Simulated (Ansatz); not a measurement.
# CoSi under changes of volume

One of the cells (10.758 Å³/atom); the others are scaled copies at fixed shape and fractional positions:

```
Co Si
1.0
     2.78133    0.00000    0.00000
     0.00000    2.78133    0.00000
     0.00000    0.00000    2.78133
Co Si
1 1
Direct
  0.00000 0.00000 0.00000
  0.50000 0.50000 0.50000
```

Measurements of this composition are mostly on another form, of space group No. 198.

| Item | Value |
| --- | --- |
| Program | Ansatz 0.2.0 |
| Functional | PBE |
| Potentials or basis | Ansatz PAW |
| Cutoff | 420 eV (not typed: the program's choice for these potentials) |
| k mesh | 10 × 10 × 10 |
| Occupations | fermi-dirac, width 0.05 eV |
| Spin | collinear spin, ferromagnetic start |
| Starting moments | [2.0, 0.0] μB |

```csv
volume (Å³/atom),energy over the lowest point (meV/atom),pressure (GPa),moment (μB per cell)
10.112,31.58,15.7,0.51
10.328,14.25,10.2,0.53
10.543,3.89,5.2,0.54
10.758,0.00,0.7,0.55
10.973,?,?,?
11.188,9.15,-7.1,0.57
11.403,21.16,-10.3,0.59
```

What does the run at 10.973 Å³/atom give?

Energy over the lowest point 1.91 meV/atom; pressure -3.4 GPa; moment 0.56 μB per cell.

Worked out: A Birch-Murnaghan fit of order 3 (a polynomial in V^(-2/3)) to the other rows has its minimum at 10.79 Å³/atom with B0 = V·E''(V) = 214 GPa and B' = 3.6. It gives 1.92 meV/atom at 10.973 Å³/atom, against the run's 1.91, and -dE/dV = -3.5 GPa, against -3.4. A straight line through the other rows of the moment, of slope 0.0569 μB per Å³/atom, gives 0.56 μB, against the run's 0.56.

Energies are extrapolated to zero smearing.
